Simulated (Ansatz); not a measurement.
**How settings move the G0W0 gap of NaI (rocksalt)**

NaI (rocksalt), relaxed with r2SCAN; one-shot G0W0 in Ansatz without spin-orbit coupling. Spin-unpolarised throughout; all numbers are computed.

```cif
data_structure
_symmetry_space_group_name_H-M 'P 1'
_symmetry_Int_Tables_number 1
_cell_length_a 4.5675
_cell_length_b 4.5675
_cell_length_c 4.5675
_cell_angle_alpha 60.000
_cell_angle_beta 60.000
_cell_angle_gamma 60.000
_cell_volume 67.38
loop_
_atom_site_label
_atom_site_type_symbol
_atom_site_fract_x
_atom_site_fract_y
_atom_site_fract_z
_atom_site_occupancy
Na1 Na 0.00000 0.00000 0.00000 1
I1 I 0.50000 0.50000 0.50000 1
```

Gaps are read over the mesh points alone. G0W0 here is at a finite number of bands, screening cutoff and k mesh, not at the basis limit.

| start | potentials | frequency model | mesh | empty bands | screening cutoff (eV) | Kohn-Sham gap (eV) | G0W0 gap (eV) |
| --- | --- | --- | --- | --- | --- | --- | --- |
| PBE | PAW | contour deformation | 4×4×4 | 152 | 100 | 3.66 | 5.57 |
| PBE | PAW | contour deformation | 4×4×4 | 369 | 180 | 3.66 | 5.66 |
| PBE | PAW | contour deformation | 4×4×4 | 716 | 260 | 3.66 | 5.69 |
| HSE06 | PAW | contour deformation | 4×4×4 | 369 | 180 | 4.69 | 6.18 |
| r2SCAN | PAW | contour deformation | 4×4×4 | 369 | 180 | 4.45 | 6.09 |
| PBE0 | PAW | contour deformation | 4×4×4 | 369 | 180 | 5.37 | 6.40 |
| PBE | PAW | Godby-Needs pole | 4×4×4 | 369 | 180 | 3.66 | 5.68 |
| PBE | PAW | contour deformation | 6×6×6 | 109 | 80 | 3.66 | 5.51 |
| PBE | norm-conserving | contour deformation | 4×4×4 | 369 | 180 | 3.66 | 5.57 |

G0W0 moves the gap on the mesh from 3.66 eV (PBE) to 5.69 eV (direct at Γ). Renormalisation factors Z lie between 0.78 and 0.83.

Raising bands and cutoff together moves the gap by +0.09 eV (100 to 180 eV), then +0.03 eV (180 to 260 eV); the last step is small, which bounds nothing strictly. Starting from HSE06 (4.69 eV against PBE's 3.66 eV) gives 6.18 eV, +0.52 eV from G0W0@PBE at the same screening cutoff. Starting from r2SCAN (4.45 eV against PBE's 3.66 eV) gives 6.09 eV, +0.43 eV from G0W0@PBE at the same screening cutoff. Starting from PBE0 (5.37 eV against PBE's 3.66 eV) gives 6.40 eV, +0.74 eV from G0W0@PBE at the same screening cutoff. The Godby-Needs plasmon pole differs from contour deformation by +0.02 eV. Norm-conserving potentials (wave cutoff 1197 eV against 420 eV) shift the quasiparticle gap by -0.09 eV and the PBE gap by 0.00 eV. r2SCAN runs take a wave cutoff of 500 eV.
